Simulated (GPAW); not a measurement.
Here is a GPAW 26.7.0 calculation.

run.py

```python
from ase import Atoms
from ase.dft.bandgap import bandgap
from ase.io import write
from gpaw import GPAW, PW

atoms = Atoms(['Ba', 'Ti', 'O', 'O', 'O'],
              cell=[[3.9855, 0.0, 0.0],
                    [0.0, 2.8369, 2.84515],
                    [0.0, -2.8369, 2.84515]],
              scaled_positions=[[0.0, 0.0, 0.0],
                                [0.5, 0.5124, 0.5124],
                                [0.5, 0.99184, 0.50524],
                                [0.5, 0.50524, 0.99184],
                                [0.0, 0.4874, 0.4874]],
              pbc=True)

calc = GPAW(mode=PW(800),
            xc='TB09',
            kpts={'size': (6, 6, 6), 'gamma': True},
            occupations={'name': 'fermi-dirac', 'width': 0.05},
            nbands=36,
            convergence={'density': 1e-05, 'energy': 1e-05},
            eigensolver='cg',
            maxiter=150,
            txt='gpaw.txt')
atoms.calc = calc
energy = atoms.get_potential_energy()
calc.write('gs.gpw')
write('result.traj', atoms)
print('Fermi level:', round(calc.get_fermi_level(), 4), 'eV')
print(f'Gap: {bandgap(calc)[0]:.4f} eV, direct: {bandgap(calc, direct=True)[0]:.4f} eV')
```

Potentials or basis: GPAW PAW data sets for LDA (gpaw-data 1.2.1), pw.

The run is started by

```bash
$ OMP_NUM_THREADS=1 python run.py
```

Predict the band gap on the k mesh.

2.62 eV, indirect (least direct gap 2.84 eV).

Caveat: a model potential gives levels but no total energy; spin-orbit coupling is left out, which moves the levels of the heavy elements. A k mesh can miss the band edges.
